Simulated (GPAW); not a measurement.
# CuAu (P4/mmm) in GPAW: further runs

One crystal, CuAu, is run at these levels: PBEsol; tasks: relaxation of cell and atoms.

Program: GPAW 26.7.0. These are calculated values, not measurements. Logs are shortened: lines on timing, memory, paths and dates and some standing lists are left out, and cuts for length are marked. The log counts tension as positive stress, the text compression.

### Step 1. The structure

The structure is tetragonal, space group P4/mmm (No. 123). The conventional cell has a = 2.811 Å, b = 2.811 Å, c = 3.685 Å, α = 90.00°, β = 90.00°, γ = 90.00°. Around Au (site symmetry 4/mmm) lie 8 Cu at 2.71 Å and 4 Au at 2.81 Å. Cu (site symmetry 4/mmm) has 8 Au at 2.71 Å and 4 Cu at 2.81 Å as nearest neighbours.

### Step 2. Relaxation of cell and atoms, PBEsol, target pressure 5 GPa, at which the enthalpy is minimised

run.py

```python
from ase import Atoms
from ase.filters import FrechetCellFilter
from ase.io import write
from ase.optimize import BFGS
from ase.units import GPa
from gpaw import GPAW, PW, setup_paths

setup_paths.insert(0, '.')

atoms = Atoms(['Au', 'Cu'],
              cell=[[2.8107494552, 0.0, 0.0],
                    [0.0, 2.8107494552, 0.0],
                    [0.0, 0.0, 3.685]],
              scaled_positions=[[0.0, 0.0, 0.0],
                                [0.5, 0.5, 0.5]],
              pbc=True)

calc = GPAW(mode=PW(600),
            xc='PBEsol',
            kpts={'size': (8, 8, 6), 'gamma': True},
            occupations={'name': 'fermi-dirac', 'width': 0.05},
            nbands=23,
            convergence={'density': 1e-05, 'forces': 0.0001},
            maxiter=150,
            txt='gpaw.txt')
atoms.calc = calc
opt = BFGS(FrechetCellFilter(atoms, scalar_pressure=5 * GPa), trajectory='relax.traj', logfile='-')
done = opt.run(fmax=0.02, steps=60)
calc.write('gs.gpw')
write('result.traj', atoms)
print('Converged:', done)
print('Cell:', atoms.cell.cellpar().round(4))
print('Volume:', round(atoms.get_volume(), 4))
print(atoms.get_scaled_positions().round(5))
```

Potentials or basis: PAW data sets generated in the run's folder for this functional, pw.

Started as:

```sh
$ gpaw-setup -f PBEsol Au Cu
$ OMP_NUM_THREADS=1 python run.py
```

gpaw.txt:

```text
__  _  _
 | _ |_)|_||  |
 |__||  | ||/\| - 26.7.0

Input parameters:
  mode=PW(ecut=600.0),
  convergence={'density': 1e-05, 'forces': 0.0001},
  kpts=MonkhorstPack(size=(8, 8, 6), gamma=True),
  maxiter=150,
  nbands=23,
  occupations=Occupations(name='fermi-dirac', width=0.05),
  xc=XC(name='PBEsol')

Diagonalizing LCAO Hamiltonian
Converting LCAO to pw mode
   .------.
  /|      |
 * |      |
 | |  Cu  |
 | |      |
 | .------.
 |/      /
 Au-----*

Atoms  # Å, Bohr magnetons
|   | symbol |        x |        y |        z |    initial magnetic moments |
|---|--------|----------|----------|----------|-----------------------------|
| 0 |     Au | 0.000000 | 0.000000 | 0.000000 | ( 0.0000,  0.0000,  0.0000) |
| 1 |     Cu | 1.405375 | 1.405375 | 1.842500 | ( 0.0000,  0.0000,  0.0000) |

Unit cell  # Å
| periodic |        x |        y |        z |  lengths |    angles |
|----------|----------|----------|----------|----------|-----------|
|      yes | 2.810749 | 0.000000 | 0.000000 | 2.810749 | 90.000000 |
|      yes | 0.000000 | 2.810749 | 0.000000 | 2.810749 | 90.000000 |
|      yes | 0.000000 | 0.000000 | 3.685000 | 3.685000 | 90.000000 |

Number of symmetries: 16
Symmetry operations  # r_c * U_cc + t_c -> r_c
|    | kind |            matrix            |
|----|------|------------------------------|
|  0 |  E   |  1, 0, 0,  0, 1, 0,  0, 0, 1 |
|  1 |  σ   |  1, 0, 0,  0, 1, 0,  0, 0,-1 |
|  2 |  σ   |  1, 0, 0,  0,-1, 0,  0, 0, 1 |
|  3 |  C2  |  1, 0, 0,  0,-1, 0,  0, 0,-1 |
|  4 |  σ   |  0, 1, 0,  1, 0, 0,  0, 0, 1 |
|  5 |  C2  |  0, 1, 0,  1, 0, 0,  0, 0,-1 |
|  6 |  C4  |  0, 1, 0, -1, 0, 0,  0, 0, 1 |
|  7 |  S4  |  0, 1, 0, -1, 0, 0,  0, 0,-1 |
|  8 |  C4  |  0,-1, 0,  1, 0, 0,  0, 0, 1 |
[... 200 lines left out ...]
No gap
No difference between direct/indirect transitions

Stress tensor  # eV/Ang^3
|        x |        y |        z |
|----------|----------|----------|
| 0.000622 | 0.000000 | 0.000000 |
| 0.000000 | 0.000622 | 0.000000 |
| 0.000000 | 0.000000 | 0.016471 |

Forces  # eV/Ang
|        x |       y |       z |
|----------|---------|---------|
| -0.00000 | 0.00000 | 0.00000 |  # Au   0
| -0.00000 | 0.00000 | 0.00000 |  # Cu   1

Interpolating wave functions to new cell
   .------.
  /|      |
 * |      |
 | |  Cu  |
 | |      |
 | .------.
 |/      /
 Au-----*

Atoms  # Å, Bohr magnetons
|   | symbol |         x |        y |        z |    initial magnetic moments |
|---|--------|-----------|----------|----------|-----------------------------|
| 0 |     Au | -0.000000 | 0.000000 | 0.000000 | ( 0.0000,  0.0000,  0.0000) |
| 1 |     Cu |  1.400731 | 1.400731 | 1.833389 | ( 0.0000,  0.0000,  0.0000) |

Unit cell  # Å
| periodic |        x |        y |        z |  lengths |    angles |
[... 255 lines left out ...]
|  0 |  E   |  1, 0, 0,  0, 1, 0,  0, 0, 1 |
|  1 |  σ   |  1, 0, 0,  0, 1, 0,  0, 0,-1 |
|  2 |  σ   |  1, 0, 0,  0,-1, 0,  0, 0, 1 |
|  3 |  C2  |  1, 0, 0,  0,-1, 0,  0, 0,-1 |
|  4 |  σ   |  0, 1, 0,  1, 0, 0,  0, 0, 1 |
|  5 |  C2  |  0, 1, 0,  1, 0, 0,  0, 0,-1 |
|  6 |  C4  |  0, 1, 0, -1, 0, 0,  0, 0, 1 |
|  7 |  S4  |  0, 1, 0, -1, 0, 0,  0, 0,-1 |
|  8 |  C4  |  0,-1, 0,  1, 0, 0,  0, 0, 1 |
[... 219 lines left out ...]
       Au

Atoms  # Å, Bohr magnetons
|   | symbol |         x |         y |        z |    initial magnetic moments |
|---|--------|-----------|-----------|----------|-----------------------------|
| 0 |     Au | -0.000000 | -0.000000 | 0.000000 | ( 0.0000,  0.0000,  0.0000) |
| 1 |     Cu |  1.392850 |  1.392850 | 1.810670 | ( 0.0000,  0.0000,  0.0000) |

Unit cell  # Å
| periodic |        x |         y |         z |  lengths |    angles |
|----------|----------|-----------|-----------|----------|-----------|
|      yes | 2.785699 |  0.000000 | -0.000000 | 2.785699 | 90.000000 |
|      yes | 0.000000 |  2.785699 | -0.000000 | 2.785699 | 90.000000 |
|      yes | 0.000000 | -0.000000 |  3.621341 | 3.621341 | 90.000000 |

Number of symmetries: 16
Symmetry operations  # r_c * U_cc + t_c -> r_c
|    | kind |            matrix            |
|----|------|------------------------------|
|  0 |  E   |  1, 0, 0,  0, 1, 0,  0, 0, 1 |
|  1 |  σ   |  1, 0, 0,  0, 1, 0,  0, 0,-1 |
|  2 |  σ   |  1, 0, 0,  0,-1, 0,  0, 0, 1 |
|  3 |  C2  |  1, 0, 0,  0,-1, 0,  0, 0,-1 |
|  4 |  σ   |  0, 1, 0,  1, 0, 0,  0, 0, 1 |
|  5 |  C2  |  0, 1, 0,  1, 0, 0,  0, 0,-1 |
|  6 |  C4  |  0, 1, 0, -1, 0, 0,  0, 0, 1 |
|  7 |  S4  |  0, 1, 0, -1, 0, 0,  0, 0,-1 |
|  8 |  C4  |  0,-1, 0,  1, 0, 0,  0, 0, 1 |
[... 693 lines left out ...]
Stress tensor  # eV/Ang^3
|         x |         y |         z |
|-----------|-----------|-----------|
| -0.027250 |  0.000000 |  0.000000 |
|  0.000000 | -0.027250 | -0.000000 |
|  0.000000 | -0.000000 | -0.023021 |

Forces  # eV/Ang
|       x |        y |       z |
|---------|----------|---------|
| 0.00000 |  0.00000 | 0.00000 |  # Au   0
| 0.00000 | -0.00000 | 0.00000 |  # Cu   1

Interpolating wave functions to new cell

           Cu
[... 231 lines left out ...]
Stress tensor  # eV/Ang^3
|         x |         y |         z |
|-----------|-----------|-----------|
| -0.062269 | -0.000000 |  0.000000 |
| -0.000000 | -0.062269 | -0.000000 |
|  0.000000 | -0.000000 | -0.054681 |

Forces  # eV/Ang
|       x |       y |       z |
|---------|---------|---------|
| 0.00000 | 0.00000 | 0.00000 |  # Au   0
| 0.00000 | 0.00000 | 0.00000 |  # Cu   1

Interpolating wave functions to new cell

           Cu
[... 478 lines left out ...]
Stress tensor  # eV/Ang^3
|         x |         y |         z |
|-----------|-----------|-----------|
| -0.019292 |  0.000000 |  0.000000 |
|  0.000000 | -0.019292 | -0.000000 |
|  0.000000 | -0.000000 | -0.051845 |

Forces  # eV/Ang
|       x |        y |       z |
|---------|----------|---------|
| 0.00000 | -0.00000 | 0.00000 |  # Au   0
| 0.00000 |  0.00000 | 0.00000 |  # Cu   1

Interpolating wave functions to new cell

            Cu
[... 230 lines left out ...]
Stress tensor  # eV/Ang^3
|         x |         y |         z |
|-----------|-----------|-----------|
| -0.036886 |  0.000000 |  0.000000 |
|  0.000000 | -0.036886 | -0.000000 |
|  0.000000 | -0.000000 | -0.038184 |

Forces  # eV/Ang
|        x |        y |       z |
|----------|----------|---------|
|  0.00000 |  0.00000 | 0.00000 |  # Au   0
| -0.00000 | -0.00000 | 0.00000 |  # Cu   1

Interpolating wave functions to new cell

            Cu
[... 229 lines left out ...]
Stress tensor  # eV/Ang^3
|         x |         y |         z |
|-----------|-----------|-----------|
| -0.034211 |  0.000000 |  0.000000 |
|  0.000000 | -0.034211 | -0.000000 |
|  0.000000 | -0.000000 | -0.034872 |

Forces  # eV/Ang
|        x |        y |       z |
|----------|----------|---------|
| -0.00000 | -0.00000 | 0.00000 |  # Au   0
|  0.00000 |  0.00000 | 0.00000 |  # Cu   1

Interpolating wave functions to new cell

            Cu
[... 237 lines left out ...]
Forces  # eV/Ang
|        x |       y |       z |
|----------|---------|---------|
| -0.00000 | 0.00000 | 0.00000 |  # Au   0
|  0.00000 | 0.00000 | 0.00000 |  # Cu   1

# Writing to gs.gpw (mode='')
```

stdout:

```text
Step          Energy          fmax
BFGS:    0       -7.253907        0.694018
BFGS:    1       -7.264575        0.513940
BFGS:    2       -7.273383        0.122229
BFGS:    3       -7.273956        0.119727
BFGS:    4       -7.281824        0.167897
BFGS:    5       -7.283302        0.115540
BFGS:    6       -7.285720        0.425456
BFGS:    7       -7.291830        0.337763
BFGS:    8       -7.260025        0.290136
BFGS:    9       -7.299421        0.097159
BFGS:   10       -7.299832        0.051152
BFGS:   11       -7.300042        0.000587
Converged: True
Cell: [ 3.0174  3.0174  3.0743 90.     90.     90.    ]
Volume: 27.9913
[[0.  0.  0. ]
 [0.5 0.5 0.5]]
```

It took 4.5 min on 1 thread of Arm Neoverse V1, shared host; peak memory 0.31 GiB.

What came out:

* Free energy: -8.1736 eV
* Relaxed volume: 14.00 Å³/atom
* Relaxed cell: a = 3.017 Å, b = 3.017 Å, c = 3.074 Å, α = 90.00°, β = 90.00°, γ = 90.00°
* Space group after relaxing (to 0.05 Å): P4/mmm (No. 123)
* Energy change on relaxing (the enthalpy is what falls): -5.7 meV/atom
* Ionic steps: 12
* Pressure after relaxing: 5.0 GPa
* Band gap on the k mesh: none (metal or under the smearing width)

Step by step:
```
step  energy change (eV)  largest force (eV/Å)  pressure (GPa)  volume (Å³)
   1              0.0000                0.0000           -0.95        29.11
   2             -0.0002                0.0000            0.99        28.78
   3              0.0128                0.0000            5.51        28.08
   4              0.0115                0.0000            5.36        28.10
   5             -0.0035                0.0000            3.45        28.35
   6             -0.0012                0.0000            4.14        28.23
   7              0.0227                0.0000            9.57        27.39
   8              0.0119                0.0000            8.46        27.53
   9              0.0238                0.0000            4.83        28.12
  10             -0.0067                0.0000            5.98        27.85
  11             -0.0091                0.0000            5.52        27.92
  12             -0.0115                0.0000            5.00        27.99
```

Final structure:
```cif
data_structure
_symmetry_space_group_name_H-M 'P 1'
_symmetry_Int_Tables_number 1
_cell_length_a 3.0174
_cell_length_b 3.0174
_cell_length_c 3.0743
_cell_angle_alpha 90.000
_cell_angle_beta 90.000
_cell_angle_gamma 90.000
_cell_volume 27.99
loop_
_atom_site_label
_atom_site_type_symbol
_atom_site_fract_x
_atom_site_fract_y
_atom_site_fract_z
_atom_site_occupancy
Au1 Au 0.00000 0.00000 0.00000 1
Cu1 Cu 0.50000 0.50000 0.50000 1
```

Levels at points of the mesh, in eV from the Fermi level:
| k point | band 7 | band 8 | band 9 | band 10 | band 11 | band 12 | band 13 | band 14 | band 15 | band 16 |
| --- | --- | --- | --- | --- | --- | --- | --- | --- | --- | --- |
| (0.00, 0.00, 0.00) | -2.25 | -2.16 | -1.51 | -1.48 | -1.48 | 6.73 | 7.35 | 7.35 | 12.79 | 14.86 |
| (0.00, 0.00, 0.50) | -3.12 | -2.65 | -2.65 | -2.28 | -1.62 | -1.58 | 13.44 | 13.90 | 13.90 | 14.70 |
| (0.50, 0.00, 0.00) | -3.09 | -2.71 | -2.66 | -2.30 | -1.46 | -1.34 | 13.24 | 13.48 | 14.08 | 14.39 |
| (0.50, 0.00, 0.50) | -2.20 | -1.97 | -1.26 | -1.26 | -0.85 | -0.84 | 3.14 | 5.52 | 14.20 | 15.15 |
| (0.50, 0.50, 0.00) | -2.12 | -1.95 | -1.24 | -1.24 | -0.72 | -0.72 | 3.34 | 5.70 | 13.72 | 14.78 |
| (0.50, 0.50, 0.50) | -2.47 | -2.36 | -1.96 | -1.93 | 5.02 | 5.35 | 5.90 | 5.90 | 6.00 | 8.24 |

Caveat: with these Cu and Au data sets, volumes or pressures lay over 1.5 % or 2 GPa off other programs in two to four cells of ten; later steps reuse the first step's grids.

### Step 3. Relaxation of cell and atoms, PBEsol, target pressure 10 GPa, at which the enthalpy is minimised

run.py, as its differences from that of step 2:

```diff
@@ -26,3 +26,3 @@
 atoms.calc = calc
-opt = BFGS(FrechetCellFilter(atoms, scalar_pressure=5 * GPa), trajectory='relax.traj', logfile='-')
+opt = BFGS(FrechetCellFilter(atoms, scalar_pressure=10 * GPa), trajectory='relax.traj', logfile='-')
 done = opt.run(fmax=0.02, steps=60)
```

Potentials or basis: PAW data sets generated in the run's folder for this functional, pw.

Started as:

```sh
$ gpaw-setup -f PBEsol Au Cu
$ OMP_NUM_THREADS=1 python run.py
```

gpaw.txt:

```text
__  _  _
 | _ |_)|_||  |
 |__||  | ||/\| - 26.7.0

Input parameters:
  mode=PW(ecut=600.0),
  convergence={'density': 1e-05, 'forces': 0.0001},
  kpts=MonkhorstPack(size=(8, 8, 6), gamma=True),
  maxiter=150,
  nbands=23,
  occupations=Occupations(name='fermi-dirac', width=0.05),
  xc=XC(name='PBEsol')

Diagonalizing LCAO Hamiltonian
Converting LCAO to pw mode
   .------.
  /|      |
 * |      |
 | |  Cu  |
 | |      |
 | .------.
 |/      /
 Au-----*

Atoms  # Å, Bohr magnetons
|   | symbol |        x |        y |        z |    initial magnetic moments |
|---|--------|----------|----------|----------|-----------------------------|
| 0 |     Au | 0.000000 | 0.000000 | 0.000000 | ( 0.0000,  0.0000,  0.0000) |
| 1 |     Cu | 1.405375 | 1.405375 | 1.842500 | ( 0.0000,  0.0000,  0.0000) |

Unit cell  # Å
[... 1958 lines left out ...]
|---------|----------|---------|
| 0.00000 |  0.00000 | 0.00000 |  # Au   0
| 0.00000 | -0.00000 | 0.00000 |  # Cu   1

Interpolating wave functions to new cell

           Cu
[... 991 lines left out ...]
Atoms  # Å, Bohr magnetons
|   | symbol |        x |        y |        z |    initial magnetic moments |
|---|--------|----------|----------|----------|-----------------------------|
| 0 |     Au | 0.000000 | 0.000000 | 0.000000 | ( 0.0000,  0.0000,  0.0000) |
| 1 |     Cu | 1.496735 | 1.496735 | 1.524348 | ( 0.0000,  0.0000,  0.0000) |

Unit cell  # Å
| periodic |         x |        y |        z |  lengths |    angles |
|----------|-----------|----------|----------|----------|-----------|
|      yes |  2.993471 | 0.000000 | 0.000000 | 2.993471 | 90.000000 |
|      yes | -0.000000 | 2.993471 | 0.000000 | 2.993471 | 90.000000 |
|      yes |  0.000000 | 0.000000 | 3.048697 | 3.048697 | 90.000000 |

Number of symmetries: 16
Symmetry operations  # r_c * U_cc + t_c -> r_c
|    | kind |            matrix            |
|----|------|------------------------------|
|  0 |  E   |  1, 0, 0,  0, 1, 0,  0, 0, 1 |
|  1 |  σ   |  1, 0, 0,  0, 1, 0,  0, 0,-1 |
|  2 |  σ   |  1, 0, 0,  0,-1, 0,  0, 0, 1 |
|  3 |  C2  |  1, 0, 0,  0,-1, 0,  0, 0,-1 |
|  4 |  σ   |  0, 1, 0,  1, 0, 0,  0, 0, 1 |
|  5 |  C2  |  0, 1, 0,  1, 0, 0,  0, 0,-1 |
|  6 |  C4  |  0, 1, 0, -1, 0, 0,  0, 0, 1 |
|  7 |  S4  |  0, 1, 0, -1, 0, 0,  0, 0,-1 |
|  8 |  C4  |  0,-1, 0,  1, 0, 0,  0, 0, 1 |
[... 208 lines left out ...]
Forces  # eV/Ang
|        x |        y |       z |
|----------|----------|---------|
| -0.00000 | -0.00000 | 0.00000 |  # Au   0
| -0.00000 |  0.00000 | 0.00000 |  # Cu   1

# Writing to gs.gpw (mode='')
```

Run time: 4.6 min. Hardware: 1 thread of Arm Neoverse V1, shared host; peak memory 0.31 GiB.

What came out:

| Item | Value |
| --- | --- |
| Free energy | -8.1416 eV |
| Relaxed volume | 13.66 Å³/atom |
| Relaxed cell | a = 2.993 Å, b = 2.993 Å, c = 3.049 Å, α = 90.00°, β = 90.00°, γ = 90.00° |
| Space group after relaxing (to 0.05 Å) | P4/mmm (No. 123) |
| Energy change on relaxing (the enthalpy is what falls) | +10.3 meV/atom |
| Ionic steps | 13 |
| Pressure after relaxing | 10.1 GPa |
| Band gap on the k mesh | none (metal or under the smearing width) |

Step by step:
| step | energy change (eV) | largest force (eV/Å) | pressure (GPa) | volume (Å³) |
| --- | --- | --- | --- | --- |
| 1 | 0.0000 | 0.0000 | -0.95 | 29.11 |
| 2 | 0.0033 | 0.0000 | 2.73 | 28.50 |
| 3 | 0.0500 | 0.0000 | 10.90 | 27.37 |
| 4 | 0.0436 | 0.0000 | 10.19 | 27.46 |
| 5 | 0.0339 | 0.0000 | 9.20 | 27.58 |
| 6 | 0.0226 | 0.0000 | 8.12 | 27.71 |
| 7 | 0.0232 | 0.0000 | 8.38 | 27.66 |
| 8 | 0.0304 | 0.0000 | 9.52 | 27.49 |
| 9 | 0.0610 | 0.0000 | 14.13 | 26.86 |
| 10 | 0.1277 | 0.0000 | 18.39 | 26.46 |
| 11 | 0.0475 | 0.0000 | 13.10 | 26.97 |
| 12 | 0.0383 | 0.0000 | 12.18 | 27.07 |
| 13 | 0.0205 | 0.0000 | 10.10 | 27.32 |

Final structure:
```xyz
2
Lattice="2.9935 0.0000 0.0000 0.0000 2.9935 0.0000 0.0000 0.0000 3.0487" Properties=species:S:1:pos:R:3 pbc="T T T"
Au    0.0000    0.0000    0.0000
Cu    1.4967    1.4967    1.5243
```

Caveat: with these Cu and Au data sets, volumes or pressures lay over 1.5 % or 2 GPa off other programs in two to four cells of ten; later steps reuse the first step's grids. The run has no spin-orbit coupling, so splittings on Au are missing.

### Step 4. Relaxation of cell and atoms, PBEsol, target pressure 20 GPa, at which the enthalpy is minimised

run.py, as its differences from that of step 3:

```diff
@@ -26,3 +26,3 @@
 atoms.calc = calc
-opt = BFGS(FrechetCellFilter(atoms, scalar_pressure=10 * GPa), trajectory='relax.traj', logfile='-')
+opt = BFGS(FrechetCellFilter(atoms, scalar_pressure=20 * GPa), trajectory='relax.traj', logfile='-')
 done = opt.run(fmax=0.02, steps=60)
```

Started as:

```sh
$ gpaw-setup -f PBEsol Au Cu
$ OMP_NUM_THREADS=1 python run.py
```

Wall time 4.4 min (1 thread of Arm Neoverse V1, shared host); peak memory 0.36 GiB.

Results (log left out):

```
Free energy                                            : -8.0387 eV
Relaxed volume                                         : 13.11 Å³/atom
Relaxed cell                                           : a = 2.953 Å, b = 2.953 Å, c = 3.007 Å, α = 90.00°, β = 90.00°, γ = 90.00°
Space group after relaxing (to 0.05 Å)                 : P4/mmm (No. 123)
Energy change on relaxing (the enthalpy is what falls) : +61.7 meV/atom
Ionic steps                                            : 12
Pressure after relaxing                                : 20.2 GPa
Band gap on the k mesh                                 : none (metal or under the smearing width)
```

The path:
| step | energy change (eV) | largest force (eV/Å) | pressure (GPa) | volume (Å³) |
| --- | --- | --- | --- | --- |
| 1 | 0.0000 | 0.0000 | -0.95 | 29.11 |
| 2 | 0.0197 | 0.0000 | 6.47 | 27.95 |
| 3 | 0.1777 | 0.0000 | 22.41 | 26.14 |
| 4 | 0.1459 | 0.0000 | 19.97 | 26.37 |
| 5 | 0.1414 | 0.0000 | 19.67 | 26.40 |
| 6 | 0.0901 | 0.0000 | 15.99 | 26.74 |
| 7 | 0.0887 | 0.0000 | 16.18 | 26.67 |
| 8 | 0.1258 | 0.0000 | 19.99 | 26.25 |
| 9 | 0.2071 | 0.0000 | 24.63 | 25.88 |
| 10 | 0.1261 | 0.0000 | 20.38 | 26.21 |
| 11 | 0.1254 | 0.0000 | 20.35 | 26.21 |
| 12 | 0.1235 | 0.0000 | 20.19 | 26.23 |

Final structure:
```
CELL_PARAMETERS angstrom
2.95314 0.00000 0.00000
0.00000 2.95314 0.00000
0.00000 0.00000 3.00731
ATOMIC_POSITIONS crystal
Au 0.00000 0.00000 0.00000
Cu 0.50000 0.50000 0.50000
```

Levels at points of the mesh, in eV from the Fermi level:
```csv
k point,band 9,band 10,band 11,band 12,band 13,band 14
"(0.00, 0.00, 0.00)",-1.57,-1.54,-1.54,6.88,7.51,7.51
"(0.00, 0.00, 0.50)",-2.89,-2.48,-1.70,-1.62,13.68,14.45
"(0.50, 0.00, 0.00)",-2.90,-2.50,-1.58,-1.32,13.49,14.03
"(0.50, 0.00, 0.50)",-1.30,-1.29,-1.11,-1.10,3.49,6.01
"(0.50, 0.50, 0.00)",-1.28,-1.28,-0.97,-0.97,3.70,6.20
"(0.50, 0.50, 0.50)",-2.12,-2.08,5.29,5.87,6.10,6.10
```

Caveat: with these Cu and Au data sets, volumes or pressures lay over 1.5 % or 2 GPa off other programs in two to four cells of ten; later steps reuse the first step's grids.

### Step 5. Summary

| cell | target pressure | gap on the mesh (eV) | pressure (GPa) |
| --- | --- | --- | --- |
| relaxed to 5 GPa | 5 GPa | none | 5.0 |
| relaxed to 10 GPa | 10 GPa | none | 10.1 |
| relaxed to 20 GPa | 20 GPa | none | 20.2 |

Alike in all rows: task relaxation of cell and atoms; level PBEsol; potentials or basis PAW data sets generated in the run's folder for this functional, pw; no spin polarisation; k mesh 8 × 8 × 6; cutoff (eV) 600; smearing fermi-dirac 0.05 eV.

Caveats: with these Cu and Au data sets, volumes or pressures lay over 1.5 % or 2 GPa off other programs in two to four cells of ten; later steps reuse the first step's grids.

Total energies depend on the potentials used, so only differences within one code and one set of settings carry meaning.
